The row at 10.55 Å³ per atom looks wrong. Its energy is only 0.05 meV per atom, so the crystal seems to be at rest, yet its pressure is −0.66 GPa, a tension of several thousand atmospheres. The next smaller volume, 10.34, has a pressure of the opposite sign. Both rows are in order, and the reason why also explains the rest of the table.

ABACUS 3.10.1, plane-wave DFT with PBE for hexagonal SiC (P6_3mc, 4 atoms per cell), PseudoDojo NC SR 0.4.1 PBE standard pseudopotentials, 1115.67 eV cutoff, 10×10×5 k mesh and Fermi-Dirac smearing of 0.05 eV. The cell is scaled with its shape and fractional coordinates fixed; energies are counted from the minimum of the fitted equation of state.

| volume (Å³/atom) | energy (meV/atom) | pressure (GPa) |
| --- | --- | --- |
| 9.72 | 45.52 | 19.420 |
| 9.93 | 24.14 | 13.650 |
| 10.13 | 9.86 | 8.410 |
| 10.34 | 2.03 | 3.660 |
| 10.55 | 0.05 | -0.660 |
| 10.75 | 3.39 | -4.570 |
| 10.96 | 11.54 | -8.130 |

The energy column gives the height of the crystal above the bottom of a valley, and the pressure column gives the slope of the valley wall. Close to the bottom the height is tiny, because it grows with the square of the distance, while the slope grows with the distance itself. Row 10.55 lies just beyond the bottom, which a smooth equation-of-state curve through the seven energies puts at 10.52 Å³ per atom. It has climbed almost nothing, but it already stands on a slope. The negative sign means that the crystal would shrink if it were released.

The size of this tension shows how stiff silicon carbide is. The same curve gives a bulk modulus of 212 GPa at the minimum, which is the pressure change per fractional change of volume. Row 10.55 is stretched by about 0.3 % in volume, and 0.3 % of 212 GPa is about 0.6 GPa. In such a stiff solid, a misfit of volume that hardly shows in the energy is plain in the pressure.

Row 10.34 is the cell that was put in, and it needs 3.66 GPa to hold it there. At this level of theory the crystal would rather be 1.7 % larger in volume. The functional used here, PBE, is known to make many solids slightly too large, and that is the probable cause if the given cell came from a measurement. The lattice is also static: zero-point motion and heat would normally expand it a little further.

With these two rows understood, the main trend stands out in the pressures. The volumes are equally spaced, by 0.2068 Å³ per atom, although rounding hides this in the printed column. Over the first step, from 9.72 to 9.93, the pressure falls by 5.77 GPa; over the last, from 10.75 to 10.96, it falls by only 3.56 GPa. Each step in between has a smaller drop than the one before it. The valley wall therefore steepens quickly on the compressed side and more slowly on the stretched side.

Two rows on opposite sides of the minimum make the same point directly. Row 10.13 is squeezed by about 0.38 Å³ per atom and needs a pressure of 8.41 GPa. Row 10.96 is stretched further, by about 0.44 Å³, yet the tension that holds it is only 8.13 GPa. The crystal resists the smaller squeeze more strongly than the larger stretch.

The cause lies in how atoms are held at their distance. A bond between silicon and carbon is a balance of two tendencies. Sharing electrons between the atoms lowers the energy and pulls them together. Crowding those electrons into less space raises the energy and pushes the atoms apart. At the equilibrium volume the two forces cancel, but they don't change at the same rate when the distance changes.

The push changes faster, for a reason that comes from quantum mechanics. An electron confined to a smaller region must have a shorter wavelength, and its kinetic energy grows as the inverse square of the size of that region. The electrostatic attraction grows only as the inverse of the distance. If every length were halved, the attraction would double while the kinetic energy would become four times as large. The Pauli principle adds to this, because it keeps the bonding electrons out of the states that the inner electrons of each atom already fill.

On the stretched side the same imbalance works the other way. The push falls off faster than the pull, so a net pull is left over, and the tension rises from row to row. But the farther apart the atoms already are, the less the push drops in the next step, and so each step adds less to the tension. This account of push and pull is standard bonding theory; the table shows only their sum, which has the shape that the theory leads one to expect.

Part of the lopsidedness might still be mere geometry. Volume goes as the cube of length, so equal steps in volume aren't equal steps in bond length. A given step in volume is a slightly larger fractional change of length in a small crystal than in a large one. To see how much this accounts for, one can imagine a crystal whose bonds are perfect springs, equally stiff in both directions, and ask what its valley would look like.

Let V be the volume per atom, V₀ its value at the minimum and B₀ the bulk modulus there. Let x = (V/V₀)^(1/3) be the length of any bond relative to its length at the minimum. Close to the minimum any solid has the energy E = ½ B₀ (V − V₀)²/V₀, and a small change of volume is three times the change of length, V − V₀ ≈ 3V₀(x − 1). Putting the second into the first gives

E = (9/2) B₀ V₀ (x − 1)²

For perfect springs this form holds at every length, not only close to the minimum.

Row 9.72 is the hardest test, because it is the most compressed. Its bonds are shorter than at the minimum by 2.6 %, so x − 1 = −0.026. A bulk modulus of 212 GPa is the same as 1.32 eV/Å³, and 4.5 × 1.32 × 10.52 gives about 62.6 eV per atom for the factor in front. Multiplied by the square of the length change, this makes 42.2 meV per atom.

The computed energy of that row is 45.52 meV, so the springs fall short by 7 % of it. At the other end, in row 10.96, they give 12.0 meV where the calculation has 11.54 meV, which is too much by 4 %. The computed silicon carbide is thus harder to squeeze than springs and easier to stretch. Both B₀ and V₀ came from a curve through all seven energies, these two included, so the comparison tests the shape of the valley and not its overall size.

Errors of a few per cent in the energy may seem too small to matter. The stiffness shows the difference much more clearly, because it depends on how the slope changes and not on the height. For each step it can be taken as the mean volume times the pressure drop, divided by the volume step. The first step gives 9.82 × 5.77/0.2068 = 274 GPa, and the last gives 187 GPa in the same way.

Between these two steps the mean pressure changes from 16.5 to −6.4 GPa. The stiffness therefore rises by 87 GPa over a pressure range of 23 GPa, or by about 3.8 GPa for each GPa of pressure. This one ratio sums up the lopsidedness of the valley.

The springs have such a ratio too, and it follows from their energy. The slope of E against volume gives the pressure P = 3B₀(1 − x)/x², and the slope of that pressure gives the stiffness B = B₀(2 − x)/x². For a small compression, P grows as 3B₀(1 − x), and B exceeds B₀ by the same amount. Perfect springs therefore stiffen by 1 GPa per GPa near the minimum, from geometry alone.

The calculation has almost four times that. Geometry supplies about a quarter of the stiffening, and the greater part must come from the bonds themselves, which grow harder as they shorten and softer as they lengthen. On the standard account of bonding, the imbalance between push and pull is then the main cause of the trend, although in the energies it appears only as a modest correction to the springs.

The bonds meant here are an average over the crystal. The cell was scaled with its shape and the relative positions of its atoms held fixed, so every distance changed by the same fraction. In the given cell four equal bonds would each be 1.887 Å long, whereas the shortest contact is 1.868 Å, so the four bonds around an atom aren't quite alike. Letting the atoms settle would probably lower the energies somewhat. Since the same distortion is carried along the whole curve, it probably alters the trend little, but that hasn't been tested.

For practical use, the question is how far a single bulk modulus can be trusted. Multiplying 212 GPa by the fractional change of volume works well for row 10.34, where it gives 3.6 GPa against the computed 3.66 GPa. For row 9.72, compressed by 7.6 %, it gives only 16 GPa, while the calculation needs 19.4 GPa. For row 10.96 it errs the other way and gives a tension of 8.9 GPa instead of 8.1 GPa. A constant modulus is good enough for changes of volume of a per cent or two; beyond that, the stiffening has to be included.

The energy can be recovered from the pressures in the same spirit. The work done in a step is the mean pressure times the change of volume, just as for a gas in a cylinder. Added up from row 9.72 to row 10.55, it comes to 45.3 meV per atom, and the energies themselves differ by 45.5 meV. The two columns thus describe one and the same valley. Nearly half of that work belongs to the first step alone, where the electrons are most crowded and the wall is steepest.

The same reasoning can be carried to another solid. Its equilibrium volume shows where push and pull cancel, and its bulk modulus shows how sharply they fall out of balance. How fast the modulus changes with pressure then tells how lopsided the valley is. Where all distances shrink in step, as they do here, a value near 1 would mean bonds that behave like springs, and a value well above 1 means bonds that stiffen as they shorten. In an open framework such as quartz the linked units can also tilt, and then the value no longer speaks for the bonds alone. Nor does it measure the push and the pull separately, because it depends on how steeply both of them change with distance.
